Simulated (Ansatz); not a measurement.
# CdS: pressure and gap against volume

A database entry relaxed whole under r2SCAN (F-43m):

```
Cd S
1.0
     0.00000    2.93990    2.93990
     2.93990    0.00000    2.93990
     2.93990    2.93990    0.00000
Cd S
1 1
Direct
  0.00000 0.00000 0.00000
  0.25000 0.25000 0.25000
```

The cell was scaled uniformly, its shape held, and the atoms relaxed at each volume with plane-wave PAW DFT (Ansatz 0.2.0; r2SCAN, 500 eV, 8×8×8 Γ-centred mesh, fermi-dirac occupations of width 0.020 eV; no spin, no spin-orbit coupling). One row is withheld.

```tsv
volume (Å³/atom)	energy over the lowest (meV/atom)	pressure (GPa)	gap over mesh and path (eV)
23.885	19.1	4.27	1.676
24.393	8.1	2.68	1.629
24.902	1.9	1.25	1.583
25.410	0.0	-0.02	1.537
25.918	1.9	-1.17	1.491
26.426	?	?	?
26.934	15.7	-3.11	1.400
```

Question: Fit the pressures of the other rows to the third-order Birch-Murnaghan form.

Answer: With f = [(V₀/V)^(2/3) − 1]/2 and P = 3B₀f(1 + 2f)^(5/2)[1 + 3(B₀′ − 4)f/2], least squares gives V₀ = 25.40 Å³ an atom, B₀ = 60.5 GPa and B₀′ = 4.5; the rows miss the fit by less than 0.01 GPa. The slope of the energies differs from these pressures by less than 0.05 GPa.

Question: How does the gap move with volume?

Answer: A parabola in ln(V/V₀) through the other rows has the slope dE_g/d ln V = -2.3 eV at V₀, so by B₀ the gap moves by +38 meV a GPa: it widens under pressure.

Question: What does the withheld row hold?

Answer: The fit gives -2.19 GPa at 26.426 Å³; the run gave -2.19 GPa and 7.3 meV an atom. Its gap is 1.446 eV, against 1.445 eV from the parabola.

Caveats: the shape of the cell was held; 0 K, fixed nuclei; the symmetry was kept, and this need not be the phase that is stable at 0 K; one mesh for all volumes; r2SCAN gaps lie as a rule under measured ones; the slope of the gap can be off by tens of per cent, more where shallow d levels or spin-orbit coupling act on the edges; no spin-orbit coupling, which narrows gaps of heavier elements; pressure is positive in compression.
